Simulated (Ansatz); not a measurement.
# Ni3Ge: energy against volume and a worked fit

The structure is cubic, space group Pm-3m (No. 221). Conventional cell: a = 3.530 Å, b = 3.530 Å, c = 3.530 Å, α = 90.00°, β = 90.00°, γ = 90.00°. Around Ge (site symmetry m-3m) lie 12 Ni at 2.50 Å. Around Ni (site symmetry 4/mmm) lie 4 Ge at 2.50 Å and 8 Ni at 2.50 Å.

The cell comes from a database or a generator and needn't be the stable form of this composition.

The cell was scaled at fixed shape and fractions and run with Ansatz, all-electron LAPW, scalar-relativistic; LDA, k mesh 8 × 8 × 8 on the cell of 4 atoms, fermi-dirac occupations of 0.05 eV, collinear spin, ferromagnetic start, no spin-orbit coupling. Energies are those that the program minimises, any entropy of the smearing included. For a metal such a mesh isn't converged to the digits shown. The moments vanished.

```csv
V (Å³/atom),energy over the lowest row (meV/atom)
10.3399,5.37
10.5599,0.00
10.7799,1.62
10.9999,9.44
11.2199,?
11.4399,40.92
11.6599,63.38
```

Task: Fit the third-order Birch-Murnaghan form, give V0, B0 and B′, and predict the energy left open.

Result: With y = (V0/V)^(2/3), E = E0 + (9 V0 B0/16) [(y - 1)³ B′ + (y - 1)² (6 - 4y)]. Least squares through the rows shown give V0 = 10.6153 Å³/atom, E0 = -0.22 meV, B0 = 238.2 GPa (1 eV/Å³ = 160.218 GPa) and B′ = 4.87, with a largest miss of 0.01 meV. At V = 11.2199 the form with these constants gives 22.75 meV; the run gave 22.75 meV an atom.
